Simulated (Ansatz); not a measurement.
Set up this calculation in Ansatz 0.2.0, as the native input.

```
Task                : relaxation of cell and atoms
Functional          : PBEsol
Potentials or basis : all-electron LAPW, scalar-relativistic
Basis error allowed : 0.002 eV/atom
k mesh              : 9 × 9 × 5
Occupations         : fermi-dirac, width 0.05 eV
Spin                : no spin polarisation
Target pressure     : 10 GPa
```

Crystal: ZnO (zincite).

```
Zn O
1.0
     3.24931    0.00000    0.00000
    -1.62465    2.81398    0.00000
     0.00000    0.00000    5.20571
Zn O
2 2
Cartesian
  1.6247 0.9380 0.0000
  0.0000 1.8760 2.6029
  0.0000 1.8760 4.5759
  1.6247 0.9380 1.9730
```

The input as run:

input.yaml

```yaml
crystal:
  lattice:
    - [3.249308, 0.0, 0.0]
    - [-1.624654, 2.8139832727, 0.0]
    - [0.0, 0.0, 5.205709]
  atoms:
    - { symbol: Zn, position: [0.6666666667, 0.3333333333, 0.0] }
    - { symbol: Zn, position: [0.3333333333, 0.6666666667, 0.5] }
    - { symbol: O, position: [0.3333333333, 0.6666666667, 0.87901] }
    - { symbol: O, position: [0.6666666667, 0.3333333333, 0.37901] }
kpoints:
  mp_grid: { grid: [9, 9, 5] }
scf:
  occupations: { method: fermi_dirac, width: 0.05 }
hamiltonian:
  xc: pbesol
  pseudopotentials: { kind: all_electron, lapw: { basis_error: 0.002 } }
output:
  forces: true
  stress: true
relax:
  f_tol: 0.005
  max_steps: 60
  cell: { p_target: 10 }
```

Potentials or basis: all-electron LAPW, scalar-relativistic.

The run is started by

```bash
$ ansatz run input.yaml --threads 2 --pin off --max-ram 8192MiB --backend cpu --events-out ev --progress --plain --runs-dir out
```

Results of the run:

```
Relaxed volume                                         : 11.08 Å³/atom
Relaxed cell                                           : a = 3.165 Å, b = 3.165 Å, c = 5.110 Å, α = 90.00°, β = 90.00°, γ = 120.00°
Space group after relaxing (to 0.05 Å)                 : P6_3mc (No. 186)
Energy change on relaxing (the enthalpy is what falls) : +19.4 meV/atom
Ionic steps                                            : 6
Pressure after relaxing                                : 10.0 GPa
Band gap on the k mesh                                 : 0.81 eV
```

Caveat: an odd mesh through Γ misses points on the zone boundary, where band edges often lie.

Run time: 38 s on 2 threads of Intel(R) Xeon(R) 6975P-C (Granite Rapids) (shared host), peak memory 0.43 GiB.
